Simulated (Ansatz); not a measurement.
**SnS$_{2}$: what symmetry allows forces and stress to be**

```xyz
3
Lattice="3.4567 0.0000 0.0000 -1.7284 2.9936 0.0000 0.0000 0.0000 5.4426" Properties=species:S:1:pos:R:3 pbc="T T T"
Sn    0.0000    0.0000    0.0000
S     1.7284    0.9979    1.5091
S     0.0000    1.9957    3.9335
```

Level of theory: DFT PBEsol, scalar-relativistic, plane waves, PAW in Ansatz.

Settings: cutoff 420 eV, Γ-centred mesh 9×9×6 on the computed 3-atom cell, Gaussian smearing of 0.02 eV; no spin polarisation.

This distorted cell has space group P-3m1, with 12 operations.

Task: Without a calculation: in which directions can each atom feel a force?

Result: A force must be left unchanged by every operation that keeps its atom in place, so it lies in the space that those operations leave fixed. Atoms that the group maps onto each other feel forces of one size.
| atom | site symmetry | operations at the site | equivalent to atom | allowed force (Cartesian) |
| --- | --- | --- | --- | --- |
| Sn1 | -3m. | 12 | 1 | none |
| S2 | 3m. | 6 | 2 | along (0.00, 0.00, 1.00) |
| S3 | 3m. | 6 | 2 | along (0.00, 0.00, 1.00) |

That leaves 1 independent force component of 9. A relaxation in this cell that keeps the symmetry moves the atoms in these directions alone.

Task: And the stress tensor?

Result: It must be invariant under the point group, which leaves 2 independent components: yz, xz, xy vanish; xx = yy.

Task: Do the computed values obey this?

Result: Yes. Forces (eV/Å):
```
Sn1  0.000  0.000  0.000
S2   0.000  0.000  0.128
S3   0.000  0.000 -0.128
```

Stress (GPa, compression positive, xx yy zz yz xz xy): 14.76 14.76 8.79 0.00 0.00 0.00. The program imposes the same operations on density, forces and stress, so this confirms the analysis and is no independent test of the calculation.

 The cell holds layers, and where no dispersion correction was added their binding is poorly described.